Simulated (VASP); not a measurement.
# BeTe (F-43m) in VASP: settings compared, part 2 of 2

VASP 6.6.1. The steps go on from the part before.

### 3 Band structure, AM05

run.py reads:

```python
from ase import Atoms
from ase.calculators.vasp import Vasp
from ase.dft.bandgap import bandgap

atoms = Atoms(
    ['Te', 'Be'],
    cell=[[0.0, 2.77, 2.77], [2.77, 0.0, 2.77], [2.77, 2.77, 0.0]],
    scaled_positions=[[0.75, 0.75, 0.75], [0.0, 0.0, 0.0]],
    pbc=True,
)
calc = Vasp(
    directory='calc',
    xc='am05',
    pp='PBE',
    setups='recommended',
    prec='Accurate',
    encut=520,
    ediff=1e-07,
    ismear=0,
    sigma=0.05,
    lreal=False,
    lasph=True,
    nelm=100,
    algo='Fast',
    isif=2,
    lwave=False,
    lcharg=True,
    kpts=[5, 5, 5],
    gamma=True,
)
atoms.calc = calc

print('energy (eV):', atoms.get_potential_energy())
print('free energy (eV):', atoms.get_potential_energy(force_consistent=True))
efermi = calc.get_fermi_level()
print('Fermi level (eV):', efermi)
path = atoms.cell.bandpath(npoints=60, eps=1e-4)
print('path:', path.path)
calc.set(kpts=path.kpts, reciprocal=True, icharg=11, isym=0, lcharg=False)
calc.calculate(atoms)
print('gap on the path (eV):', bandgap(calc, efermi=efermi)[0])
print('direct gap on the path (eV):', bandgap(calc, efermi=efermi, direct=True)[0])
```

Potentials or basis: VASP PAW PBE potentials, release 64 (Te, Be).

The run is started by

```bash
> python run.py
```

What it wrote:

```text
energy (eV): -7.79319583
free energy (eV): -7.79319583
Fermi level (eV): 5.90508929
path: GXWKGLUWLK,UX
gap on the path (eV): 1.7923
direct gap on the path (eV): 3.5406000000000004
```

OUTCAR:

```text
ENCUT = 520.000000
   EDIFF = 1.00e-07
   GGA = AM
   PREC = Accurate
   ICHARG = 11
   ISIF = 2
   ISMEAR = 0
   ISYM = 0
   NELM = 100
   LASPH = .TRUE.
   LREAL = .FALSE.

 ion  position               nearest neighbor table
   1  0.750  0.750  0.750-   2 2.40   2 2.40   2 2.40   2 2.40
   2  0.000  0.000  0.000-   1 2.40   1 2.40   1 2.40   1 2.40

IMPORTANT INFORMATION: All symmetrisations will be switched off!
NOSYMM: (Re-)initialisation of all symmetry stuff for point group C_1.

----------------------------------------------------------------------------------------

                                     Primitive cell

  volume of cell :      42.5079

  direct lattice vectors                    reciprocal lattice vectors
     0.000000000  2.770000000  2.770000000    -0.180505415  0.180505415  0.180505415
     2.770000000  0.000000000  2.770000000     0.180505415 -0.180505415  0.180505415
     2.770000000  2.770000000  0.000000000     0.180505415  0.180505415 -0.180505415

  length of vectors
     3.917371568  3.917371568  3.917371568     0.312644550  0.312644550  0.312644550

  position of ions in fractional coordinates (direct lattice)
     0.750000000  0.750000000  0.750000000
[... 116 lines left out ...]

 k-point     1 :       0.0000    0.0000    0.0000
  band No.  band energies     occupation
      1      -7.0364      2.00000
      2       5.6262      2.00000
      3       5.6262      2.00000
      4       5.6262      2.00000
      5       9.1668      0.00000
      6       9.1668      0.00000
      7       9.1668      0.00000
      8       9.7736      0.00000
[... 243 lines left out ...]
 k-point    24 :       0.0375    0.0375    0.0750
  band No.  band energies     occupation
      1      -6.9979      2.00000
      2       5.2496      2.00000
      3       5.4579      2.00000
      4       5.6038      2.00000
      5       9.2087      0.00000
      6       9.2377      0.00000
      7       9.3401      0.00000
      8      10.0936      0.00000

 [... further k-points ...]

------------------------ aborting loop because EDIFF is reached ----------------------------------------

  FORCE on cell =-STRESS in cart. coord.  units (eV):
  Direction    XX          YY          ZZ          XY          YZ          ZX
  --------------------------------------------------------------------------------------
  -------------------------------------------------------------------------------------
  Total        3.0991876      2.0627474      3.8556121     -2.2515833     -1.5682259     -2.1846854
  in kB      116.8124530     77.7476597    145.3230851    -84.8651348    -59.1084956    -82.3436647
  external PRESSURE =     113.2943993 kB  Pullay stress =       0.0000000 kB

 VOLUME and BASIS-vectors are now :
 -----------------------------------------------------------------------------
  energy-cutoff  :      520.00
  volume of cell :       42.51
      direct lattice vectors                 reciprocal lattice vectors
     0.000000000  2.770000000  2.770000000    -0.180505415  0.180505415  0.180505415
     2.770000000  0.000000000  2.770000000     0.180505415 -0.180505415  0.180505415
     2.770000000  2.770000000  0.000000000     0.180505415  0.180505415 -0.180505415

 POSITION                                       TOTAL-FORCE (eV/Angst)
 -----------------------------------------------------------------------------------
      4.15500      4.15500      4.15500         0.055384     -0.021641     -0.207377
      0.00000      0.00000      0.00000        -0.055384      0.021641      0.207377
 -----------------------------------------------------------------------------------
    total drift:                               -0.020435     -0.029488     -0.024069

  FREE ENERGIE OF THE ION-ELECTRON SYSTEM (eV)
  ---------------------------------------------------
  free  energy   TOTEN  =        -6.6525109974 eV

  energy  without entropy=       -6.6525109974  energy(sigma->0) =       -6.65251100
```

INCAR:

```text
ENCUT = 520.000000
SIGMA = 0.050000
EDIFF = 1.00e-07
ALGO = Fast
GGA = AM
PREC = Accurate
ICHARG = 11
ISIF = 2
ISMEAR = 0
ISYM = 0
NELM = 100
LASPH = .TRUE.
LCHARG = .FALSE.
LWAVE = .FALSE.
LREAL = .FALSE.
```

Wall time 17 s (1 thread of AMD EPYC 9R14 (Zen 4), shared host); peak memory 0.14 GiB.

The run converged, but some of its settings lie outside the range that counts as converged (typed here: k = 5 × 5 × 5), so its numbers aren't taken as properties of the crystal.

What came out:

| Property | Result |
| --- | --- |
| Band gap along the path | 1.79 eV, indirect (least direct gap 3.54 eV) |

Caveat: the k mesh is coarse (spacing up to 0.39 Å⁻¹), so the values aren't converged; the log is that of the step along the path at fixed density, whose energy, stress, charges and moments have no meaning; the PAW data sets were made with another functional, which shifts forces and pressure a little; spin-orbit coupling is left out, which moves the levels of the heavy elements.
